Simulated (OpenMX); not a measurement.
KI:

```xyz
2
Lattice="0.0000 3.5328 3.5328 3.5328 0.0000 3.5328 3.5328 3.5328 0.0000" Properties=species:S:1:pos:R:3 pbc="T T T"
I     3.5328    3.5328    3.5328
K     0.0000    0.0000    0.0000
```

Base run:

```yaml
Program: OpenMX 3.8.5
Functional: PBE
Potentials_or_basis: OpenMX 2013 PBE set, I7.0-s3p2d2f1, K10.0-s3p2d1, grid cutoff 300 Ry
k_mesh: 5 × 5 × 5
Occupations: fermi-dirac, width 0.05 eV
Spin: non-collinear spin, zero start, spin-orbit coupling
Starting_moments: "[[0.0, 0.0, 0.0], [0.0, 0.0, 0.0]] μB"
```

Its results: band gap on the k mesh 3.72 eV, direct.

**Question.** The run is repeated on the same cell with these changes: potentials or basis from OpenMX 2013 PBE set, I7.0-s3p2d2f1, K10.0-s3p2d1, grid cutoff 300 Ry to OpenMX 2013 PBE set, I7.0-s3p2d2f1, K10.0-s3p2d1, grid cutoff 420 Ry; spin from non-collinear spin, zero start, spin-orbit coupling to no spin polarisation. What comes out?

**Answer.** Band gap on the k mesh 4.05 eV, direct.

Spin-orbit coupling splits the band edges, which narrows the gap.

Caveats: the basis of atomic orbitals isn't converged, which shifts pressures, moduli and gaps; total energies with and without spin-orbit coupling shouldn't be compared in this program (some runs); spin-orbit coupling is left out, which moves the levels of the heavy elements (some runs); an odd mesh through Γ misses points on the zone boundary, where band edges often lie (some runs).

Not every run made on this cell is shown here.
